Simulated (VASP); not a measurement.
# N (P2_13) in VASP: single point with LDA

Aim: the single point of N with LDA.

Everything below comes from runs of VASP 6.6.1. Logs are shortened: lines on timing, memory, paths and dates and some standing lists are left out, and cuts for length are marked.

## (1) Starting point

It takes space group P2_13 (No. 198, cubic). The conventional cell has a = 5.605 Å, b = 5.605 Å, c = 5.605 Å, α = 90.00°, β = 90.00°, γ = 90.00°. N (site symmetry 3) is surrounded by 12 N at 3.79 to 4.16 Å.

## (2) Single point, LDA, non-collinear spin, zero start, spin-orbit coupling

Contents of INCAR:

```
SYSTEM = N
PREC = Accurate
ENCUT = 520
EDIFF = 1E-6
ISMEAR = 0
SIGMA = 0.01
LREAL = .False.
LASPH = .True.
NELM = 150
ALGO = Normal
ISIF = 2
LWAVE = .False.
LCHARG = .False.
MAGMOM = 0 0 0 0 0 0 0 0 0 0 0 0
LORBIT = 11
LSORBIT = .True.
GGA_COMPAT = .False.
LORBMOM = .True.
NBANDS = 34
```

Contents of KPOINTS:

```
regular mesh
0
Gamma
  2 2 2
  0 0 0
```

Contents of POSCAR:

```
N
1.0
    5.6054090000      0.0000000000      0.0000000000
    0.0000000000      5.6054090000      0.0000000000
    0.0000000000      0.0000000000      5.6054090000
N
4
Direct
    0.4767900000      0.9767900000      0.5232100000
    0.9767900000      0.5232100000      0.4767900000
    0.0232100000      0.0232100000      0.0232100000
    0.5232100000      0.4767900000      0.9767900000
```

Potentials or basis: VASP PAW LDA potentials, release 64 (N).

The run is started by

```bash
$ cat potpaw_LDA.64/N/POTCAR > POTCAR
$ mpirun -np 1 vasp_ncl > vasp.out
```

OUTCAR:

```text
SYSTEM = N
   PREC = Accurate
   ENCUT = 520
   EDIFF = 1E-6
   ISMEAR = 0
   LREAL = .False.
   LASPH = .True.
   NELM = 150
   ISIF = 2
   LORBIT = 11
   LSORBIT = .True.

 ion  position               nearest neighbor table
   1  0.477  0.977  0.523-
   2  0.977  0.523  0.477-
   3  0.023  0.023  0.023-
   4  0.523  0.477  0.977-

  LATTYP: Found a simple cubic cell.
 ALAT       =     5.6054090000

  Lattice vectors:

 A1 = (   5.6054090000,   0.0000000000,   0.0000000000)
 A2 = (   0.0000000000,   5.6054090000,   0.0000000000)
 A3 = (   0.0000000000,   0.0000000000,   5.6054090000)

Analysis of symmetry for initial positions (statically):
=====================================================================
 Subroutine PRICEL returns:
 Original cell was already a primitive cell.

 Routine SETGRP: Setting up the symmetry group for a
 simple cubic supercell.

 Subroutine GETGRP returns: Found 12 space group operations
 (whereof  3 operations were pure point group operations)
 out of a pool of 48 trial point group operations.

The static configuration has the point symmetry C_3 .
 The point group associated with its full space group is T   .

Analysis of symmetry for dynamics (positions and initial velocities):
=====================================================================
 Subroutine PRICEL returns:
 Original cell was already a primitive cell.

 Routine SETGRP: Setting up the symmetry group for a
 simple cubic supercell.

 Subroutine GETGRP returns: Found 12 space group operations
 (whereof  3 operations were pure point group operations)
 out of a pool of 48 trial point group operations.

The dynamic configuration has the point symmetry C_3 .
 The point group associated with its full space group is T   .

Analysis of structural, dynamic, and magnetic symmetry:
=====================================================================
 Subroutine PRICEL returns:
 Original cell was already a primitive cell.

 Routine SETGRP: Setting up the symmetry group for a
 simple cubic supercell.

 Subroutine GETGRP returns: Found 12 space group operations
 (whereof  3 operations were pure point group operations)
 out of a pool of 48 trial point group operations.

The overall configuration has the point symmetry C_3 .
 The point group associated with its full space group is T   .

 Subroutine INISYM returns: Found 12 space group operations
 (whereof  3 operations are pure point group operations),
 and found     1 'primitive' translations

----------------------------------------------------------------------------------------

                                     Primitive cell

  volume of cell :     176.1254

  direct lattice vectors                    reciprocal lattice vectors
     5.605409000  0.000000000  0.000000000     0.178399114  0.000000000  0.000000000
     0.000000000  5.605409000  0.000000000     0.000000000  0.178399114  0.000000000
     0.000000000  0.000000000  5.605409000     0.000000000  0.000000000  0.178399114

  length of vectors
     5.605409000  5.605409000  5.605409000     0.178399114  0.178399114  0.178399114

  position of ions in fractional coordinates (direct lattice)
     0.476790000  0.976790000  0.523210000
     0.976790000  0.523210000  0.476790000
     0.023210000  0.023210000  0.023210000
     0.523210000  0.476790000  0.976790000

  ion indices of the primitive-cell ions
   primitive index   ion index
                 1           1
                 2           2
                 3           3
                 4           4

----------------------------------------------------------------------------------------

 KPOINTS: regular mesh

[... 85 lines left out ...]

 number of electron      20.0000005 magnetization      -0.0000000     -0.0000000     -0.0000000

 number of electron      20.0000005 magnetization       0.0000000     -0.0000000     -0.0000000

 number of electron      20.0000005 magnetization       0.0000000      0.0000000     -0.0000000

 Free energy of the ion-electron system (eV)
  ---------------------------------------------------
  ext. energy  EPLUGINS =         0.00000000
  ---------------------------------------------------
  free energy    TOTEN  =        -2.77142826 eV

  energy without entropy =       -2.76535258  energy(sigma->0) =       -2.76839042

 E-fermi :  -5.6761     XC(G=0):  -5.6210

 val. band max:       -5.6822176478   @ k =   0.0000   0.0000   0.0000
 cond. band min:      -5.6739744690   @ k =   0.5000   0.5000   0.0000
 fundamental gap:      0.0082431788
 Fermi energy:        -5.6760833137

 k-point     1 :       0.0000    0.0000    0.0000
  band No.  band energies     occupation
      1     -17.0952      1.00000
      2     -17.0952      1.00000
      3     -16.8751      1.00000
      4     -16.8751      1.00000
      5     -16.8751      1.00000
      6     -16.8751      1.00000
[... 129 lines left out ...]
     31      -5.4772      0.00000
     32      -5.4771      0.00000
 [bands above 32 left out]

------------------------ aborting loop because EDIFF is reached ----------------------------------------

  FORCE on cell =-STRESS in cart. coord.  units (eV):
  Direction    XX          YY          ZZ          XY          YZ          ZX
  --------------------------------------------------------------------------------------
  -------------------------------------------------------------------------------------
  Total       -5.2287621     -5.2287621     -5.2287621     -0.0000000      0.0000000      0.0000000
  in kB      -47.5650048    -47.5650048    -47.5650048     -0.0000000      0.0000000      0.0000000
  external PRESSURE =     -47.5650048 kB  Pullay stress =       0.0000000 kB

 VOLUME and BASIS-vectors are now :
 -----------------------------------------------------------------------------
  energy-cutoff  :      520.00
  volume of cell :      176.13
      direct lattice vectors                 reciprocal lattice vectors
     5.605409000  0.000000000  0.000000000     0.178399114  0.000000000  0.000000000
     0.000000000  5.605409000  0.000000000     0.000000000  0.178399114  0.000000000
     0.000000000  0.000000000  5.605409000     0.000000000  0.000000000  0.178399114

 POSITION                                       TOTAL-FORCE (eV/Angst)
 -----------------------------------------------------------------------------------
      2.67260      5.47531      2.93281        -0.227119     -0.227119      0.227119
      5.47531      2.93281      2.67260        -0.227119      0.227119     -0.227119
      0.13010      0.13010      0.13010         0.227119      0.227119      0.227119
      2.93281      2.67260      5.47531         0.227119     -0.227119     -0.227119
 -----------------------------------------------------------------------------------
    total drift:                                0.000000      0.000000      0.000000

  FREE ENERGIE OF THE ION-ELECTRON SYSTEM (eV)
  ---------------------------------------------------
  free  energy   TOTEN  =        -2.7714282573 eV

  energy  without entropy=       -2.7653525774  energy(sigma->0) =       -2.76839042

 orbital moment (x)

 # of ion     p       tot
 --------------------------------
  1        -0.000  -0.000
  2        -0.000  -0.000
  3         0.000   0.000
  4         0.000   0.000
 --------------------------------
            0.000   0.000

 orbital moment (y)

 # of ion     p       tot
 --------------------------------
  1        -0.000  -0.000
  2         0.000   0.000
  3         0.000   0.000
  4        -0.000  -0.000
 --------------------------------
            0.000   0.000

 orbital moment (z)

 # of ion     p       tot
 --------------------------------
  1         0.000   0.000
  2        -0.000  -0.000
  3         0.000   0.000
  4        -0.000  -0.000
 --------------------------------
            0.000   0.000

 Spin-Orbit-Coupling matrix elements

 Ion:    1  E_soc:     -0.0013027
 l=   1
     0.0000000    -0.0002171    -0.0002171
    -0.0002171     0.0000000    -0.0002171
    -0.0002171    -0.0002171     0.0000000
 l=   2
     0.0000000     0.0000000     0.0000000     0.0000000     0.0000000
     0.0000000     0.0000000     0.0000000     0.0000000     0.0000000
     0.0000000     0.0000000     0.0000000     0.0000000     0.0000000
     0.0000000     0.0000000     0.0000000     0.0000000     0.0000000
     0.0000000     0.0000000     0.0000000     0.0000000     0.0000000
 l=   3
     0.0000000     0.0000000     0.0000000     0.0000000     0.0000000     0.0000000     0.0000000
     0.0000000     0.0000000     0.0000000     0.0000000     0.0000000     0.0000000     0.0000000
     0.0000000     0.0000000     0.0000000     0.0000000     0.0000000     0.0000000     0.0000000
     0.0000000     0.0000000     0.0000000     0.0000000     0.0000000     0.0000000     0.0000000
[... 49 lines left out ...]
 l=   2
     0.0000000     0.0000000     0.0000000     0.0000000     0.0000000
     0.0000000     0.0000000     0.0000000     0.0000000     0.0000000
     0.0000000     0.0000000     0.0000000     0.0000000     0.0000000
     0.0000000     0.0000000     0.0000000     0.0000000     0.0000000
     0.0000000     0.0000000     0.0000000     0.0000000     0.0000000
 l=   3
     0.0000000     0.0000000     0.0000000     0.0000000     0.0000000     0.0000000     0.0000000
     0.0000000     0.0000000     0.0000000     0.0000000     0.0000000     0.0000000     0.0000000
     0.0000000     0.0000000     0.0000000     0.0000000     0.0000000     0.0000000     0.0000000
     0.0000000     0.0000000     0.0000000     0.0000000     0.0000000     0.0000000     0.0000000
     0.0000000     0.0000000     0.0000000     0.0000000     0.0000000     0.0000000     0.0000000
     0.0000000     0.0000000     0.0000000     0.0000000     0.0000000     0.0000000     0.0000000
     0.0000000     0.0000000     0.0000000     0.0000000     0.0000000     0.0000000     0.0000000

 total charge

# of ion       s       p       d       tot
------------------------------------------
    1        1.378   1.772   0.000   3.150
    2        1.378   1.772   0.000   3.150
    3        1.378   1.772   0.000   3.150
    4        1.378   1.772   0.000   3.150
--------------------------------------------------
tot          5.513   7.086   0.000  12.599

 magnetization (x)

# of ion       s       p       d       tot
------------------------------------------
    1        0.000   0.000   0.000   0.000
    2        0.000   0.000   0.000   0.000
    3       -0.000  -0.000   0.000  -0.000
    4       -0.000  -0.000   0.000  -0.000
--------------------------------------------------
tot          0.000   0.000   0.000   0.000

 magnetization (y)

# of ion       s       p       d       tot
------------------------------------------
    1        0.000   0.000   0.000   0.000
    2       -0.000  -0.000   0.000  -0.000
    3       -0.000  -0.000   0.000  -0.000
    4        0.000   0.000   0.000   0.000
--------------------------------------------------
tot          0.000   0.000   0.000   0.000

 magnetization (z)

# of ion       s       p       d       tot
------------------------------------------
    1       -0.000  -0.000   0.000  -0.000
    2        0.000   0.000   0.000   0.000
    3       -0.000  -0.000   0.000  -0.000
    4        0.000   0.000   0.000   0.000
--------------------------------------------------
tot          0.000  -0.000   0.000  -0.000
```

It took 84 s on 1 thread of AMD EPYC 7R13 (Zen 3), shared host; peak memory 0.37 GiB.

Results:

* Free energy: -2.7714 eV
* Pressure: -4.8 GPa
* Largest force: 0.393 eV/Å
* Net moment: 0.00 μB per cell
* Valence electrons inside the program's atomic spheres: N 3.15

Forces on the atoms (eV/Å):
```
N   -0.227 -0.227  0.227
N   -0.227  0.227 -0.227
N    0.227  0.227  0.227
N    0.227 -0.227 -0.227
```

Moments on the atoms (μB; x, y, z):
```
N   0.00 0.00 0.00
N   0.00 0.00 0.00
N   0.00 0.00 0.00
N   0.00 0.00 0.00
```

Caveat: the k mesh is coarse (spacing up to 0.56 Å⁻¹), so the values aren't converged.
